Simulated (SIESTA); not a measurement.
## CdO (Monteponite): relaxation of cell and atoms with PW86PBE

CdO (Monteponite):

```
CELL_PARAMETERS angstrom
0.00000 2.34950 2.34950
2.34950 0.00000 2.34950
2.34950 2.34950 0.00000
ATOMIC_POSITIONS crystal
Cd 0.00000 0.00000 0.00000
O 0.50000 0.50000 0.50000
```

```
Program             : SIESTA 5.4.2
Task                : relaxation of cell and atoms
Functional          : PW86PBE
Potentials or basis : PseudoDojo 0.4 standard (PBE files)
Basis               : DZP (energy shift 0.002 Ry)
Grid cutoff         : 800 Ry
Energy shift        : 0.002 Ry
k mesh              : 10 × 10 × 10
Occupations         : fermi-dirac, width 0.05 eV
Spin                : no spin polarisation
optimiser           : CG
force tolerance     : 0.04 eV/Å
```

* Relaxed volume: 14.10 Å³/atom
* Relaxed cell: a = 3.417 Å, b = 3.417 Å, c = 3.417 Å, α = 60.00°, β = 60.00°, γ = 60.00°
* Space group after relaxing (to 0.05 Å): Fm-3m (No. 225)
* Energy gained by relaxing: 39.2 meV/atom
* Ionic steps: 4
* Pressure after relaxing: -0.1 GPa
* Band gap on the k mesh: none (metal or under the smearing width)

Step by step:
```
step  energy change (eV)  largest force (eV/Å)  pressure (GPa)  volume (Å³)
   1              0.0000                0.0000           12.19        25.94
   2             -0.0528                0.0000            6.64        26.85
   3             -0.0780                0.0000           -0.64        28.35
   4             -0.0784                0.0000           -0.09        28.20
```

Final structure:
```xyz
2
Lattice="0.0001 2.4160 2.4160 2.4160 0.0001 2.4160 2.4160 2.4160 0.0001" Properties=species:S:1:pos:R:3 pbc="T T T"
Cd    0.0000    0.0000    0.0000
O     2.4161    2.4161    2.4161
```

It took 99 s on 1 thread of Arm Neoverse V1, on a shared host, peak memory 0.25 GiB.

Caveat: semicore shells carry a single zeta, which can move pressures by several GPa and volumes by a few percent; the potentials were made for another functional, which shifts forces and pressure; the basis of atomic orbitals isn't converged, which shifts pressures, moduli and gaps. Zero-point motion and thermal expansion aren't in these numbers.
